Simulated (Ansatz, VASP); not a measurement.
One calculation of AlN, two programs

The input INCAR:

```
  ALGO = Normal
  EDIFF = 1E-6
  ENCUT = 520
  GGA = PE
  ISIF = 2
  ISMEAR = -1
  LASPH = T
  LCHARG = F
  LREAL = F
  LWAVE = F
  NBANDS = 16
  NELM = 100
  PREC = Accurate
  SIGMA = 0.05
```

File KPOINTS:

```
k-points
0
Gamma
  13 13 7
```

The input POSCAR:

```
AlN
1.0
    3.0112858846      0.0000000000      0.0000000000
   -1.5056429423      2.6078500741      0.0000000000
    0.0000000000      0.0000000000      4.7714770989
Al N
2 2
Direct
    0.3333333333      0.6666666667     -0.0045189305
    0.6666666667      0.3333333333      0.4954810695
    0.3333333333      0.6666666667      0.3805189305
    0.6666666667      0.3333333333      0.8805189305
```

Input for Ansatz:

```yaml
crystal:
  lattice:
    - [3.0112858846, 0.0, 0.0]
    - [-1.5056429423, 2.6078500741, 0.0]
    - [0.0, 0.0, 4.7714770989]
  atoms:
    - { symbol: Al, position: [0.3333333333, 0.6666666667, -0.0045189305] }
    - { symbol: Al, position: [0.6666666667, 0.3333333333, 0.4954810695] }
    - { symbol: "N", position: [0.3333333333, 0.6666666667, 0.3805189305] }
    - { symbol: "N", position: [0.6666666667, 0.3333333333, 0.8805189305] }
kpoints:
  mp_grid: { grid: [13, 13, 7] }
scf:
  occupations: { method: fermi_dirac, width: 0.05 }
hamiltonian:
  xc: pbe
  pseudopotentials: { kind: all_electron, lapw: { basis_error: 0.001 } }
output:
  forces: true
  stress: true
  eigenvalues: true
  populations: true
```

Change from the starting cell: volume scaled by 0.88, LAPW.

Alike in both runs: task single point; functional PBE; k mesh 13 × 13 × 7; occupations fermi-dirac, width 0.05 eV; no spin polarisation.

|  | VASP | Ansatz |
| --- | --- | --- |
| version | VASP 6.6.1 | Ansatz 0.2.0 |
| potentials or method | VASP PAW PBE potentials, release 64 (Al, N) | all-electron LAPW, scalar-relativistic |
| plane-wave cutoff (eV) | 520 | see its input |

|  | VASP | Ansatz | Ansatz less VASP |
| --- | --- | --- | --- |
| gap on the k mesh at the Fermi level (eV) | 5.11 | 5.11 | -0.007 |
| pressure (GPa) | 31.3 | 31.3 | +0.02 |

Ansatz ran all-electron here, so the differences hold the error of VASP's frozen core and of both bases.

Caveats: so large a pressure means that the cell lies far from this level's equilibrium, or that cutoff or potentials fall short (VASP); an odd mesh through Γ misses points on the zone boundary, where band edges often lie.
